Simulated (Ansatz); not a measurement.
# Ta (P-1) in Ansatz: convergence with scf convergence dr2 threshold

Aim: find how far scf convergence dr2 threshold must go before the results for Ta settle, at PBEsol. This setting moves, with any that are tied to it; all else stays.

Everything below comes from runs of Ansatz 0.2.0. Logs are shortened: lines on timing, memory, paths and dates and some standing lists are left out, and cuts for length are marked.

## Step 1: The cell of the first run

The typed cell holds 2 atoms: a = 2.900 Å, b = 2.900 Å, c = 5.166 Å, α = 90.00°, β = 90.00°, γ = 120.00°.

This isn't the form of Ta at room conditions, which is bcc.

The cell isn't the ideal one: atoms moved at random, drawn with an rms of 0.05 Å.

## Step 2: With scf convergence dr2 threshold 0.01

Contents of input.yaml:

```yaml
crystal:
  lattice:
    - [2.9003720726, 0.0, 0.0]
    - [-1.4501860363, 2.5117958953, 0.0]
    - [0.0, 0.0, 5.166274]
  atoms:
    - { symbol: Ta, position: [0.330317, 0.672474, 0.242856] }
    - { symbol: Ta, position: [0.6626, 0.32497, 0.759261] }
hamiltonian:
  xc: pbesol
  pseudopotentials: { kind: paw }
kpoints:
  mp_grid: { grid: [8, 8, 4] }
scf:
  occupations: { method: methfessel_paxton, width: 0.05 }
  convergence: { dr2_threshold: 0.01 }
output:
  forces: true
  stress: true
  eigenvalues: true
```

Potentials or basis: Ansatz PAW.

On the command line:

```bash
$ ansatz run input.yaml --threads 2 --pin off --max-ram 5632MiB --backend cpu --events-out ev --progress --plain --runs-dir out
```

It took 1.6 s on 2 threads of Arm Neoverse V2, shared host; peak memory 0.34 GiB.

What came out:

* Free energy: -19612.3607 eV
* Pressure: -6.8 GPa
* Largest force: 0.930 eV/Å
* Band gap on the k mesh: none (metal or under the smearing width)

## Step 3: With scf convergence dr2 threshold 0.001

input.yaml, as its differences from that of step 2:

```diff
@@ -15,3 +15,3 @@
   occupations: { method: methfessel_paxton, width: 0.05 }
-  convergence: { dr2_threshold: 0.01 }
+  convergence: { dr2_threshold: 0.001 }
 output:
```

Potentials or basis: Ansatz PAW.

On the command line:

```bash
$ ansatz run input.yaml --threads 2 --pin off --max-ram 5632MiB --backend cpu --events-out ev --progress --plain --runs-dir out
```

Run time: 1.6 s. Hardware: 2 threads of Arm Neoverse V2, shared host; peak memory 0.34 GiB.

Results:

- Free energy: -19612.3615 eV
- Pressure: -6.7 GPa
- Largest force: 0.897 eV/Å
- Band gap on the k mesh: none (metal or under the smearing width)

## Step 4: With scf convergence dr2 threshold 0.0001

input.yaml, as its differences from that of step 3:

```diff
@@ -15,3 +15,3 @@
   occupations: { method: methfessel_paxton, width: 0.05 }
-  convergence: { dr2_threshold: 0.001 }
+  convergence: { dr2_threshold: 0.0001 }
 output:
```

On the command line:

```bash
$ ansatz run input.yaml --threads 2 --pin off --max-ram 5632MiB --backend cpu --events-out ev --progress --plain --runs-dir out
```

Run time: 1.6 s. Hardware: 2 threads of Arm Neoverse V2, shared host; peak memory 0.34 GiB.

What came out:

- Free energy: -19612.3615 eV
- Pressure: -6.7 GPa
- Largest force: 0.897 eV/Å
- Band gap on the k mesh: none (metal or under the smearing width)

## Step 5: With scf convergence dr2 threshold 1e-05

input.yaml, as its differences from that of step 4:

```diff
@@ -15,3 +15,3 @@
   occupations: { method: methfessel_paxton, width: 0.05 }
-  convergence: { dr2_threshold: 0.0001 }
+  convergence: { dr2_threshold: 1.0e-05 }
 output:
```

On the command line:

```bash
$ ansatz run input.yaml --threads 2 --pin off --max-ram 5632MiB --backend cpu --events-out ev --progress --plain --runs-dir out
```

Run time: 1.7 s. Hardware: 2 threads of Arm Neoverse V2, shared host; peak memory 0.33 GiB.

Results:

```
Free energy            : -19612.3615 eV
Pressure               : -6.7 GPa
Largest force          : 0.897 eV/Å
Band gap on the k mesh : none (metal or under the smearing width)
```

## Step 6: With scf convergence dr2 threshold 1e-06

input.yaml, as its differences from that of step 5:

```diff
@@ -15,3 +15,3 @@
   occupations: { method: methfessel_paxton, width: 0.05 }
-  convergence: { dr2_threshold: 1.0e-05 }
+  convergence: { dr2_threshold: 1.0e-06 }
 output:
```

Potentials or basis: Ansatz PAW.

On the command line:

```bash
$ ansatz run input.yaml --threads 2 --pin off --max-ram 5632MiB --backend cpu --events-out ev --progress --plain --runs-dir out
```

Wall time 1.7 s (2 threads of Arm Neoverse V2, shared host); peak memory 0.34 GiB.

It converged, with:

| Property | Result |
| --- | --- |
| Free energy | -19612.3615 eV |
| Pressure | -6.7 GPa |
| Largest force | 0.898 eV/Å |
| Band gap on the k mesh | none (metal or under the smearing width) |

## Step 7: With scf convergence dr2 threshold 1e-07

input.yaml, as its differences from that of step 6:

```diff
@@ -15,3 +15,3 @@
   occupations: { method: methfessel_paxton, width: 0.05 }
-  convergence: { dr2_threshold: 1.0e-06 }
+  convergence: { dr2_threshold: 1.0e-07 }
 output:
```

On the command line:

```bash
$ ansatz run input.yaml --threads 2 --pin off --max-ram 5632MiB --backend cpu --events-out ev --progress --plain --runs-dir out
```

It took 1.7 s on 2 threads of Arm Neoverse V2, shared host; peak memory 0.34 GiB.

Results (log left out):

```yaml
Free_energy: -19612.3615 eV
Pressure: -6.7 GPa
Largest_force: 0.898 eV/Å
Band_gap_on_the_k_mesh: none (metal or under the smearing width)
```

## Step 8: With scf convergence dr2 threshold 1e-09

input.yaml, as its differences from that of step 7:

```diff
@@ -15,3 +15,3 @@
   occupations: { method: methfessel_paxton, width: 0.05 }
-  convergence: { dr2_threshold: 1.0e-07 }
+  convergence: { dr2_threshold: 1.0e-09 }
 output:
```

On the command line:

```bash
$ ansatz run input.yaml --threads 2 --pin off --max-ram 5632MiB --backend cpu --events-out ev --progress --plain --runs-dir out
```

Wall time 1.8 s (2 threads of Arm Neoverse V2, shared host); peak memory 0.34 GiB.

Results (log left out):

```
Free energy            : -19612.3615 eV
Pressure               : -6.7 GPa
Largest force          : 0.898 eV/Å
Band gap on the k mesh : none (metal or under the smearing width)
```

## Step 9: With scf convergence dr2 threshold 1e-11

input.yaml, as its differences from that of step 8:

```diff
@@ -15,3 +15,3 @@
   occupations: { method: methfessel_paxton, width: 0.05 }
-  convergence: { dr2_threshold: 1.0e-09 }
+  convergence: { dr2_threshold: 1.0e-11 }
 output:
```

Potentials or basis: Ansatz PAW.

On the command line:

```bash
$ ansatz run input.yaml --threads 2 --pin off --max-ram 5632MiB --backend cpu --events-out ev --progress --plain --runs-dir out
```

The program printed:

```text
Warning: RAYON_NUM_THREADS=2 ignored (pool sized by the plan → 2); use --threads N
Engine: ansatz 0.2.0, aarch64-unknown-linux-gnu
Pseudopotentials: kind: paw
Pseudopotential: Ta, paw, valence charge 13, recommended cutoff 420 eV (normal), Ta.paw.azcp
Functional definition: PBEsol
  exchange = pbesol_x
  correlation = pbesol_c
Crystal: 2 atoms, lattice volume = 37.637 Å³
Basis set: ecut = 420 eV, 725 PW (Γ), exchange–correlation on 40×40×72 points (8 copies of the dense FFT grid, shifted against one another)
Bands: 17, of which v1, the nominal top of the filled ones, is band 13 counted from 1 (12 counted from 0)
Symmetry: 2 space group operations
Space group: P-1 (ITA 2), of the structure as read, at distance tolerance 3.4e-5 Å
k-points: 132 of 256
Non-local potential: Ta, projectors of the file, l = 0: 3, l = 1: 2, l = 2: 2, l = 3: 1
PAW form: soft (Blöchl's): semilocal exchange-correlation on the pseudo side does not see the compensation charge
PAW frozen core: Ta, regenerated for the run's functional, and the local potential with it (the file was generated under x = pbe(κ = 0.804, μ = 0.2195149727645171), c = pbe(β = 0.06672455060314922))
PAW one-centre angular grid: Ta, 590 points (default); XC on 64 Gauss nodes
Initial density: superposition of atomic densities (neutral atoms: chi_scale 0, normalization atom), corrected by the library's trained network
Initial wavefunctions: pseudopotential atomic-orbital guess
Functional: x = pbesol(κ = 0.804, μ = 0.12345679012345678), c = pbesol(β = 0.046)
SCF iter   1: F=—  HF=-19612.364876 eV  |F-HF|=—  |Δ(HF+E_count)|=         —  Δρ=6.62e-3  dr2=1.20e-2  ethr=1.77e-3  ⟨swp⟩=5.8  Hψ=10058  notcnv=0
preconditioner: auto → Kerker (q_TF=auto, 2.565 Å⁻¹)  [metal: Δε(μ)=0.016 eV  Ē_g=4.547 eV  σ=0.050 eV  W_gap=0.26  n_scr=10 (ndim 8)  ℏωp=19.1 eV  f_vac=0.000  D(μ)=1.24/eV (n_scr^D=4)]
SCF iter   2: F=—  HF=-19612.362899 eV  |F-HF|=—  |Δ(HF+E_count)|=   1.98e-3  S|Δr|=    0.00e0  Δρ=4.02e-3  dr2=5.06e-3  ethr=4.61e-5  ⟨swp⟩=1.4  Hψ=3447  notcnv=0
SCF iter   3: F=—  HF=-19612.361537 eV  |F-HF|=—  |Δ(HF+E_count)|=   1.36e-3  S|Δr|=    0.00e0  Δρ=4.83e-4  dr2=5.41e-5  ethr=1.95e-5  ⟨swp⟩=2.0  Hψ=2773  notcnv=0
SCF iter   4: F=—  HF=-19612.361520 eV  |F-HF|=—  |Δ(HF+E_count)|=   1.73e-5  S|Δr|=    0.00e0  Δρ=1.14e-4  dr2=3.63e-6  ethr=2.08e-7  ⟨swp⟩=2.5  Hψ=3740  notcnv=0
SCF iter   5: F=—  HF=-19612.361519 eV  |F-HF|=—  |Δ(HF+E_count)|=   1.07e-6  S|Δr|=    0.00e0  Δρ=2.52e-5  dr2=1.83e-7  ethr=1.40e-8  ⟨swp⟩=2.2  Hψ=2749  notcnv=0
SCF iter   6: F=—  HF=-19612.361519 eV  |F-HF|=—  |Δ(HF+E_count)|=   5.15e-8  S|Δr|=    0.00e0  Δρ=3.77e-6  dr2=4.42e-9  ethr=7.03e-10  ⟨swp⟩=2.1  Hψ=2904  notcnv=0
SCF iter   7: F=—  HF=-19612.361519 eV  |F-HF|=—  |Δ(HF+E_count)|=   1.10e-9  S|Δr|=    0.00e0  Δρ=3.93e-7  dr2=4.54e-11  ethr=1.70e-11  ⟨swp⟩=3.0  Hψ=3980  notcnv=0
SCF iter   8: F=-19612.361519 eV  HF=-19612.361519 eV  |F-HF|=7.28e-12  |Δ(HF+E_count)|=    0.00e0  S|Δr|=    0.00e0  Δρ=8.22e-8  dr2=1.96e-12  ethr=1.00e-12  ⟨swp⟩=6.4  Hψ=9186  notcnv=0
SCF 1 converged in 8 iterations: F = -19612.361519 eV  dr2 = 1.96e-12
SCF converged after 8 iterations
Stability not checked: this state was not tested for a lower state beside it, because cold or Methfessel-Paxton smearing, or corrected tetrahedra, fill the levels in a way that the test cannot read (fill_not_monotonic; see scf.lower_state_search)
Free energy (F): -19612.361519 eV
Harris-Foulkes:  -19612.361519 eV  (|F-HF|=7.28e-12)
Internal energy: -19612.361972 eV  (E = F + TS)
E sigma→0 (E₀):  -19612.361632 eV
Entropy (-TS):   0.000453 eV (0.226 meV/atom)
Fermi energy:    17.929363 eV
Step filling:    the computed levels leave a gap of 0.0193 eV = 0.4 smearing widths at the electron count; against every level under it full and every level over it empty, smearing changes F+E_penalty+E_count by +0.150 meV and its σ→0 estimate by +0.037 meV
--- Per-component energies (eV) ---
  E_band       = -234.021968
  E_kinetic    = 729.793235
  E_local      = -1163.520828  (includes V_loc(G=0)·N_el)
  E_nonlocal   = 34.527876
  E_hartree    = 400.431232
  E_xc         = -432.781071
  E_vxc        = -406.076637  (∫ρ·V_xc dr)
  E_paw        = -16544.591887  (= ΣΔE_a)
  E_vpaw       = -229.608383  (= ΣTr[D̂ρ^β])
  E_aug_tail   = 0.000291  (compensation charges beyond the density's cutoff)
  E_ewald      = -2636.648112
  E_core_change = 0.427293  (= ΣΔE_core)
  E_smearing   = 0.000453  (= −TS)
  E_closure    = 0.000000  (closes the sum)
  Σ components = -19612.361519   (vs F -19612.361519, Δ=0.00e0)
--- Forces (eV/Å), atoms counted from 1 ---
  atom   1  Ta     0.00808422     0.02373972     0.89758330
  atom   2  Ta    -0.00808422    -0.02373972    -0.89758330
  max |Σ_I F_I| component: 0.00e0 eV/Å
--- Stress (GPa, compression-positive) ---
       -7.092603       0.232850      -0.037025
        0.232850      -5.980445       0.057839
       -0.037025       0.057839      -6.898994
  P = ⅓ Tr σ = -6.6573 GPa (-66.573 kbar)
--- Band table (eV; the first three rows and the last of 132) ---
  k-point 0: bands = ["-49.5515", "-49.4896", "-16.4952", "-15.6622", "-15.5714", "-15.5669", "-15.4895", "-15.4779", "9.8259", "13.0750", "17.3701", "17.9776", "18.5328", "18.5743", "19.0837", "19.1417", "20.8638"]
  k-point 1: bands = ["-49.5434", "-49.4977", "-16.3850", "-15.7844", "-15.5593", "-15.5567", "-15.4997", "-15.4902", "10.3480", "12.7696", "16.9726", "17.4468", "18.4988", "18.5178", "18.8920", "18.9455", "21.3473"]
  k-point 2: bands = ["-49.5301", "-49.5111", "-16.1753", "-16.0060", "-15.5402", "-15.5383", "-15.5169", "-15.5108", "11.5286", "11.7488", "16.5600", "17.1083", "18.5635", "18.5809", "18.6255", "18.6574", "22.1785"]
  k-point 131: bands = ["-49.4390", "-49.4318", "-16.6098", "-16.5870", "-15.8964", "-15.8409", "-15.7855", "-15.7415", "13.6656", "13.7115", "15.5268", "15.8639", "19.4478", "19.4518", "20.2690", "20.8664", "23.1738"]
```

Run time: 2 s. Hardware: 2 threads of Arm Neoverse V2, shared host; peak memory 0.34 GiB.

What came out:

```
Free energy            : -19612.3615 eV
Pressure               : -6.7 GPa
Largest force          : 0.898 eV/Å
Band gap on the k mesh : none (metal or under the smearing width)
```

## Step 10: The series at a glance

```csv
scf convergence dr2 threshold,"energy less the tightest run, at zero smearing (meV/atom)",pressure (GPa),largest force (eV/Å),SCF cycles,CPU time (s),peak memory (GiB)
0.01,0.41,-6.76,0.930,2,3,0.34
0.001,0.00,-6.66,0.897,4,3,0.34
0.0001,0.00,-6.66,0.897,4,3,0.34
1e-05,0.00,-6.66,0.897,4,3.1,0.33
1e-06,0.00,-6.66,0.898,5,3.2,0.34
1e-07,0.00,-6.66,0.898,6,3.1,0.34
1e-09,0.00,-6.66,0.898,7,3.4,0.34
1e-11,0.00,-6.66,0.898,8,3.7,0.34
```

Against the tightest run, the energy stays within 1 meV/atom from 0.01 on; the pressure stays within 0.1 GPa from 0.01 on; the largest force stays within 0.005 eV/Å from 0.001 on. The tightest run that finished is the yardstick and may itself not be fully converged.

Caveats: the PAW data sets come from PBE, with cores solved anew for the run's functional, which leaves a small shift of forces and pressure.
